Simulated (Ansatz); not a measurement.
Runs of Ansatz 0.2.0 on Si2W. The structure is hexagonal, space group P6_222 (No. 180). Conventional cell: a = 4.617 Å, b = 4.617 Å, c = 6.653 Å, α = 90.00°, β = 90.00°, γ = 120.00°. W (site symmetry 222) has 10 Si at 2.59 to 2.69 Å as nearest neighbours. Si (site symmetry 2) has 5 Si at 2.57 to 2.69 Å and 5 W at 2.59 to 2.69 Å as nearest neighbours. Measurements of this composition are mostly on another form, of space group No. 139.

```tsv
task	level	U	cell	k mesh	points for each segment of the path	hubbard projectors	double counting	gap on the mesh (eV)	pressure (GPa)	relaxed volume (Å³/atom)	largest force (eV/Å)
band structure	BLYP	-	as given	7 × 7 × 4	10	-	-	0.21	8.4	-	-
relaxation of cell and atoms	LDA	-	relaxed	7 × 7 × 4	-	-	-	0.21	0.0	13.09	0.01
single point	HSE06	-	as given	6 × 6 × 4	-	-	-	0.43	-	-	0.01
projected density of states	PBEsol+U	W d U = 1 eV	as given	7 × 7 × 4	-	ortho-atomic (the default)	fll (the default)	0.29	-5.8	-	(c)
projected density of states	PBEsol	-	as given	7 × 7 × 4	-	-	-	0.22	-5.6	-	0.04
projected density of states	PBEsol+U	W d U = 6 eV	as given	7 × 7 × 4	-	ortho-atomic (the default)	fll (the default)	0.72	(b)	-	0.01
projected density of states	PBEsol+U	W d U = 8 eV	as given	7 × 7 × 4	-	ortho-atomic (the default)	fll (the default)	0.94	(a)	-	0.04
relaxation of cell and atoms	BLYP	-	relaxed	7 × 7 × 4	-	-	-	0.18	0.0	14.23	-
```

Alike in all rows: potentials or basis Ansatz PAW; no spin polarisation; cutoff (eV) 420; smearing fermi-dirac 0.05 eV.

Task: Estimate the missing entries.

Result: (a) -6.3; (b) -6.6; (c) 0.03.

Caveats: spin-orbit coupling is left out, which moves the levels of the heavy elements; the PAW data sets come from PBE, with cores solved anew for the run's functional, which leaves a small shift of forces and pressure; odd divisions of the mesh miss points on the zone boundary, where band edges often lie, so the gap on the mesh can be too wide (some runs); the density of states is complete only up to the lowest level of the last band computed (some runs); the U is typed as a test and isn't derived for this compound (some runs); the potentials were made for another functional, which shifts forces and pressure (some runs); the plane-wave basis is chosen anew once the cell has moved, so the energies of steps on either side of that aren't comparable (some runs).

A k mesh can miss the band edges, and the runs leave out spin-orbit coupling on W.

Not every run made on this cell is shown here.
